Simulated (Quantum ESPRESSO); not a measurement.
# InP (F-43m) in Quantum ESPRESSO: a series of runs, part 2 of 3

Quantum ESPRESSO 7.5. Earlier steps stand in the parts before.

## 3. Phonons, PBE

Input file pw.in:

```
&CONTROL
  calculation = 'scf'
  prefix = 'pwscf'
  outdir = './tmp'
  pseudo_dir = './pseudo'
  tprnfor = .true.
  tstress = .true.
  disk_io = 'low'
/
&SYSTEM
  ibrav = 0
  nat = 2
  ntyp = 2
  ecutwfc = 70
  nbnd = 15
  occupations = 'smearing'
  smearing = 'fd'
  degauss = 0.00367493
/
&ELECTRONS
  conv_thr = 4d-10
  electron_maxstep = 120
  mixing_beta = 0.5
/
ATOMIC_SPECIES
In   114.8180 In.upf
P     30.9738 P.upf
CELL_PARAMETERS bohr
   0.0000000000    5.5378424082    5.5378424082
   5.5378424082    0.0000000000    5.5378424082
   5.5378424082    5.5378424082    0.0000000000
ATOMIC_POSITIONS bohr
In     0.0000000000    0.0000000000    0.0000000000
P      8.3067636123    8.3067636123    8.3067636123
K_POINTS automatic
4 4 4 1 1 1
```

Input file gamma.in:

```
&CONTROL
  calculation = 'bands'
  prefix = 'pwscf'
  outdir = './tmp'
  pseudo_dir = './pseudo'
  disk_io = 'low'
  verbosity = 'high'
/
&SYSTEM
  ibrav = 0
  nat = 2
  ntyp = 2
  ecutwfc = 70
  nbnd = 15
  occupations = 'smearing'
  smearing = 'fd'
  degauss = 0.00367493
/
&ELECTRONS
  conv_thr = 1d-08
  electron_maxstep = 120
  mixing_beta = 0.5
  diago_full_acc = .true.
  startingwfc = 'random'
/
ATOMIC_SPECIES
In   114.8180 In.upf
P     30.9738 P.upf
CELL_PARAMETERS bohr
   0.0000000000    5.5378424082    5.5378424082
   5.5378424082    0.0000000000    5.5378424082
   5.5378424082    5.5378424082    0.0000000000
ATOMIC_POSITIONS bohr
In     0.0000000000    0.0000000000    0.0000000000
P      8.3067636123    8.3067636123    8.3067636123
K_POINTS crystal
1
0.0 0.0 0.0 1
```

Input file scf2.in:

```
&CONTROL
  calculation = 'scf'
  prefix = 'pwscf'
  outdir = './tmp'
  pseudo_dir = './pseudo'
  tprnfor = .true.
  tstress = .true.
  disk_io = 'low'
/
&SYSTEM
  ibrav = 0
  nat = 2
  ntyp = 2
  ecutwfc = 70
  nbnd = 15
  occupations = 'fixed'
/
&ELECTRONS
  conv_thr = 1d-13
  electron_maxstep = 120
  mixing_beta = 0.5
  startingpot = 'file'
/
ATOMIC_SPECIES
In   114.8180 In.upf
P     30.9738 P.upf
CELL_PARAMETERS bohr
   0.0000000000    5.5378424082    5.5378424082
   5.5378424082    0.0000000000    5.5378424082
   5.5378424082    5.5378424082    0.0000000000
ATOMIC_POSITIONS bohr
In     0.0000000000    0.0000000000    0.0000000000
P      8.3067636123    8.3067636123    8.3067636123
K_POINTS automatic
4 4 4 1 1 1
```

Input file ph.in:

```
phonons of InP
&INPUTPH
  prefix = 'pwscf'
  outdir = './tmp'
  tr2_ph = 1d-18
  fildyn = 'dyn'
  niter_ph = 90
  alpha_mix(1) = 0.7
  epsil = True
/
0.0000000000 0.0000000000 0.0000000000
```

Input file dynmat.in:

```
&INPUT
  fildyn = 'dyn'
  asr = 'crystal'
  lperm = .true.
  filout = 'dynmat.disp'
  fileig = 'dynmat.eig'
/
```

Input file dynmat_lo.in:

```
&INPUT
  fildyn = 'dyn'
  asr = 'crystal'
  filout = 'dynmat_lo.disp'
  fileig = 'dynmat_lo.eig'
  q(1) = 0
  q(2) = 0
  q(3) = 1
/
```

Potentials or basis: PseudoDojo 0.4.1 SR PBE standard.

Command:

```sh
$ OMP_NUM_THREADS=1 pw.x -in pw.in > pw.out
$ OMP_NUM_THREADS=1 pw.x -in gamma.in > gamma.out
$ OMP_NUM_THREADS=1 pw.x -in scf2.in > scf2.out
$ OMP_NUM_THREADS=1 ph.x -in ph.in > ph.out
$ OMP_NUM_THREADS=1 dynmat.x -in dynmat.in > dynmat.out
$ OMP_NUM_THREADS=1 dynmat.x -in dynmat_lo.in > dynmat_lo.out
```

pw.out:

```text
This program is part of the open-source Quantum ESPRESSO suite
     for quantum simulation of materials; please cite
         "P. Giannozzi et al., J. Phys.:Condens. Matter 21 395502 (2009);
         "P. Giannozzi et al., J. Phys.:Condens. Matter 29 465901 (2017);
         "P. Giannozzi et al., J. Chem. Phys. 152 154105 (2020);
     in publications or presentations arising from this work. More details at

     Message from routine setup:
     using ibrav=0 with symmetry is DISCOURAGED, use correct ibrav instead

     G-vector sticks info
     --------------------
     sticks:   dense  smooth     PW     G-vecs:    dense   smooth      PW
     Sum        1177    1177    349                26813    26813    4279

     Using Slab Decomposition

     bravais-lattice index     =            0
     lattice parameter (alat)  =       7.8317  a.u.
     unit-cell volume          =     339.6658 (a.u.)^3
     number of atoms/cell      =            2
     number of atomic types    =            2
     number of electrons       =        18.00
     number of Kohn-Sham states=           15
     kinetic-energy cutoff     =      70.0000  Ry
     charge density cutoff     =     280.0000  Ry
     scf convergence threshold =      4.0E-10
     mixing beta               =       0.5000
     number of iterations used =            8  plain     mixing
     Exchange-correlation= PBE
                           (   1   4   3   4   0   0   0)

     celldm(1)=   7.831692  celldm(2)=   0.000000  celldm(3)=   0.000000
     celldm(4)=   0.000000  celldm(5)=   0.000000  celldm(6)=   0.000000

     crystal axes: (cart. coord. in units of alat)
               a(1) = (   0.000000   0.707107   0.707107 )
               a(2) = (   0.707107   0.000000   0.707107 )
               a(3) = (   0.707107   0.707107   0.000000 )

     reciprocal axes: (cart. coord. in units 2 pi/alat)
               b(1) = ( -0.707107  0.707107  0.707107 )
               b(2) = (  0.707107 -0.707107  0.707107 )
               b(3) = (  0.707107  0.707107 -0.707107 )

     PseudoPot. # 1 for In read from file:
     In.upf
     Pseudo is Norm-conserving + core correction, Zval = 13.0
     Generated using ONCVPSP code by D. R. Hamann
     Using radial grid of 1964 points,  6 beta functions with:
                l(1) =   0
                l(2) =   0
                l(3) =   1
                l(4) =   1
                l(5) =   2
                l(6) =   2

     PseudoPot. # 2 for P  read from file:
     P.upf
     Pseudo is Norm-conserving + core correction, Zval =  5.0
     Generated using ONCVPSP code by D. R. Hamann
     Using radial grid of 1298 points,  6 beta functions with:
                l(1) =   0
                l(2) =   0
                l(3) =   1
                l(4) =   1
                l(5) =   2
                l(6) =   2

     atomic species   valence    mass     pseudopotential
     In               13.00   114.81800     In( 1.00)
     P                 5.00    30.97380     P ( 1.00)

     24 Sym. Ops. (no inversion) found

   Cartesian axes

     site n.     atom                  positions (alat units)
         1        In     tau(   1) = (   0.0000000   0.0000000   0.0000000  )
         2        P      tau(   2) = (   1.0606602   1.0606602   1.0606602  )

     number of k points=    10  Fermi-Dirac smearing, width (Ry)=  0.0037
                       cart. coord. in units 2pi/alat
        k(    1) = (   0.0883883   0.0883883   0.0883883), wk =   0.0625000
        k(    2) = (   0.2651650   0.2651650  -0.0883883), wk =   0.1875000
        k(    3) = (  -0.2651650  -0.2651650   0.4419417), wk =   0.1875000
        k(    4) = (  -0.0883883  -0.0883883   0.2651650), wk =   0.1875000
        k(    5) = (   0.4419417   0.0883883   0.0883883), wk =   0.1875000
        k(    6) = (  -0.0883883  -0.4419417   0.6187184), wk =   0.3750000
        k(    7) = (   0.0883883  -0.2651650   0.4419417), wk =   0.3750000
        k(    8) = (  -0.6187184   0.0883883   0.0883883), wk =   0.1875000
        k(    9) = (   0.2651650   0.2651650   0.2651650), wk =   0.0625000
        k(   10) = (  -0.2651650  -0.2651650   0.7954951), wk =   0.1875000

     Dense  grid:    26813 G-vectors     FFT dimensions: (  45,  45,  45)

     Initial potential from superposition of free atoms

     starting charge      17.9960, renormalised to      18.0000
     Starting wfcs are   13 randomized atomic wfcs +    2 random wfcs

     Self-consistent Calculation

     iteration #  1     ecut=    70.00 Ry     beta= 0.50
     Davidson diagonalization with overlap
     ethr =  1.00E-02,  avg # of iterations =  5.0

     Threshold (ethr) on eigenvalues was too large:
     Diagonalizing with lowered threshold

     Davidson diagonalization with overlap
     ethr =  5.98E-04,  avg # of iterations =  1.7

     total energy              =    -146.76421451 Ry
     estimated scf accuracy    <       0.10519941 Ry

     iteration #  2     ecut=    70.00 Ry     beta= 0.50
     Davidson diagonalization with overlap
     ethr =  5.84E-04,  avg # of iterations =  2.0

     total energy              =    -146.78687744 Ry
     estimated scf accuracy    <       0.00676348 Ry

     iteration #  3     ecut=    70.00 Ry     beta= 0.50
     Davidson diagonalization with overlap
     ethr =  3.76E-05,  avg # of iterations =  6.5

     total energy              =    -146.78744306 Ry
     estimated scf accuracy    <       0.00131843 Ry

     iteration #  4     ecut=    70.00 Ry     beta= 0.50
     Davidson diagonalization with overlap
     ethr =  7.32E-06,  avg # of iterations =  1.8

     total energy              =    -146.78749725 Ry
     estimated scf accuracy    <       0.00002646 Ry

     iteration #  5     ecut=    70.00 Ry     beta= 0.50
     Davidson diagonalization with overlap
     ethr =  1.47E-07,  avg # of iterations =  3.9

     total energy              =    -146.78751077 Ry
     estimated scf accuracy    <       0.00000129 Ry

     iteration #  6     ecut=    70.00 Ry     beta= 0.50
     Davidson diagonalization with overlap
     ethr =  7.19E-09,  avg # of iterations =  3.5

     total energy              =    -146.78751141 Ry
     estimated scf accuracy    <       0.00000013 Ry

     iteration #  7     ecut=    70.00 Ry     beta= 0.50
     Davidson diagonalization with overlap
     ethr =  7.45E-10,  avg # of iterations =  2.0

     total energy              =    -146.78751146 Ry
     estimated scf accuracy    <          4.9E-09 Ry

     iteration #  8     ecut=    70.00 Ry     beta= 0.50
     Davidson diagonalization with overlap
     ethr =  2.74E-11,  avg # of iterations =  3.5

     total energy              =    -146.78751146 Ry
     estimated scf accuracy    <          1.1E-09 Ry

     iteration #  9     ecut=    70.00 Ry     beta= 0.50
     Davidson diagonalization with overlap
     ethr =  6.16E-12,  avg # of iterations =  2.0

     End of self-consistent calculation

          k = 0.0884 0.0884 0.0884 (  3374 PWs)   bands (ev):

    -7.1160  -7.0901  -7.0901  -6.9484  -6.9484  -4.1986   5.6007   6.9557
     6.9557   8.7984  11.3910  11.5114  11.5114  15.9377  15.9377

          k = 0.2652 0.2652-0.0884 (  3372 PWs)   bands (ev):

    -7.1821  -7.0648  -7.0618  -6.9512  -6.9397  -3.3496   3.0809   5.4316
     6.5377   9.6536  11.9218  12.0794  12.6797  15.1324  16.8416

          k =-0.2652-0.2652 0.4419 (  3355 PWs)   bands (ev):

    -7.2176  -7.0552  -7.0485  -6.9453  -6.9331  -2.5921   1.5705   5.3545
     5.9171   9.4744  11.5643  12.4831  14.1602  16.4210  17.8029

          k =-0.0884-0.0884 0.2652 (  3372 PWs)   bands (ev):

    -7.1641  -7.0694  -7.0663  -6.9587  -6.9384  -3.7494   4.1694   6.2068
     6.2256   9.7569  10.7180  12.5125  12.5692  14.6824  16.6005

          k = 0.4419 0.0884 0.0884 (  3368 PWs)   bands (ev):

    -7.2266  -7.0342  -7.0301  -6.9760  -6.9258  -2.9566   2.7493   5.1290
     5.4295   9.6442  10.4973  13.3269  14.0284  15.6457  17.5876

          k =-0.0884-0.4419 0.6187 (  3351 PWs)   bands (ev):

    -7.2457  -7.0352  -7.0085  -6.9701  -6.9306  -2.0782   1.6169   4.0270
     4.8876  10.3229  11.5512  12.9975  14.6452  15.9909  18.2747

          k = 0.0884-0.2652 0.4419 (  3361 PWs)   bands (ev):

    -7.2193  -7.0500  -7.0347  -6.9596  -6.9331  -2.6808   2.1501   4.5967
     5.6940  10.3497  11.3546  12.4406  13.8481  15.7862  17.9904

          k =-0.6187 0.0884 0.0884 (  3351 PWs)   bands (ev):

    -7.2663  -7.0094  -7.0019  -6.9883  -6.9187  -2.1432   1.6245   4.4804
     4.9810   9.2362  10.0868  14.9952  15.5086  16.7464  18.0370

          k = 0.2652 0.2652 0.2652 (  3365 PWs)   bands (ev):

    -7.1981  -7.0627  -7.0627  -6.9391  -6.9391  -3.0372   2.1100   6.2834
     6.2834   8.7327  11.9983  11.9983  13.8225  16.1057  16.6595

          k =-0.2652-0.2652 0.7955 (  3353 PWs)   bands (ev):

    -7.2293  -7.0441  -7.0287  -6.9546  -6.9386  -2.3062   1.6941   4.0609
     5.6632   9.8946  12.0633  13.3868  13.9712  15.7811  16.3687

     the Fermi energy is     7.8563 ev

!    total energy              =    -146.78751146 Ry
     estimated scf accuracy    <          1.9E-10 Ry
     smearing contrib. (-TS)   =      -0.00000000 Ry
     internal energy E=F+TS    =    -146.78751146 Ry

     The total energy is F=E-TS. E is the sum of the following terms:
     one-electron contribution =     -49.66189949 Ry
     hartree contribution      =      36.82609704 Ry
     xc contribution           =     -44.23130482 Ry
     ewald contribution        =     -89.72040420 Ry

     convergence has been achieved in   9 iterations

     Forces acting on atoms (cartesian axes, Ry/au):

     atom    1 type  1   force =     0.00000000    0.00000000    0.00000000
     atom    2 type  2   force =     0.00000000    0.00000000    0.00000000

     Total force =     0.000000     Total SCF correction =     0.000000

     Computing stress (Cartesian axis) and pressure

          total   stress  (Ry/bohr**3)                   (kbar)     P=       34.15
   0.00023214  -0.00000000   0.00000000           34.15       -0.00        0.00
  -0.00000000   0.00023214   0.00000000           -0.00       34.15        0.00
   0.00000000   0.00000000   0.00023214            0.00        0.00       34.15

=------------------------------------------------------------------------------=
   JOB DONE.
=------------------------------------------------------------------------------=
```

Run time: 5.8 min. Hardware: 1 thread of Intel Xeon Platinum 8259CL at 2.50GHz (Skylake/Cascade Lake), shared host; peak memory 0.09 GiB.

What came out:

* Free energy: -1997.1458 eV
* Pressure after relaxing: 3.4 GPa
* Electronic dielectric tensor (diagonal): 11.47
* Born charges (mean of the diagonal): In +2.54; P -2.62 e
* Highest phonon frequency at Γ, LO-TO splitting left out: 304 cm⁻¹
* Static dielectric tensor (diagonal): 14.35

Levels at points of the mesh, in eV from the valence-band top:
| k point | band 6 | band 7 | band 8 | band 9 | band 10 | band 11 | band 12 | band 13 |
| --- | --- | --- | --- | --- | --- | --- | --- | --- |
| (0.12, 0.12, 0.12) | -11.15 | -1.36 | 0.00 | 0.00 | 1.84 | 4.44 | 4.56 | 4.56 |

Phonon frequencies in cm⁻¹ (negative: imaginary):
```tsv
q point	frequencies
(0.000, 0.000, 0.000)	-2 -2 -2 304 304 304
```

Electronic dielectric tensor:
```
11.47  0.00  0.00
 0.00 11.47  0.00
 0.00  0.00 11.47
```

Born effective charge tensors (e):
atom 1, In
```
2.54 0.00 0.00
0.00 2.54 0.00
0.00 0.00 2.54
```
atom 2, P
```
-2.62  0.00  0.00
 0.00 -2.62  0.00
 0.00  0.00 -2.62
```

Optical modes at Γ, degenerate ones joined, polar ones without the macroscopic field:
```tsv
cm⁻¹	components	symmetry	active in	IR intensity, summed ((D/Å)²/amu)
304	3	T2	IR and Raman	18.90
```

Zone-centre frequencies without and with the macroscopic field along z (cm⁻¹):
```csv
,optical modes in rising order
without,304 304 304
with the field,304 304 340
```

Static dielectric tensor, electrons and zone-centre modes:
```
14.35  0.00  0.00
 0.00 14.35  0.00
 0.00  0.00 14.35
```

Caveat: the mesh is thin for the dielectric tensor, Born charges and intensities, which usually come out too large; the cell is more than 3 GPa from zero pressure, which shifts response properties; the Born charges break their sum rule by 0.08 e, a sign of too thin a mesh.

[end of part 2 of 3]
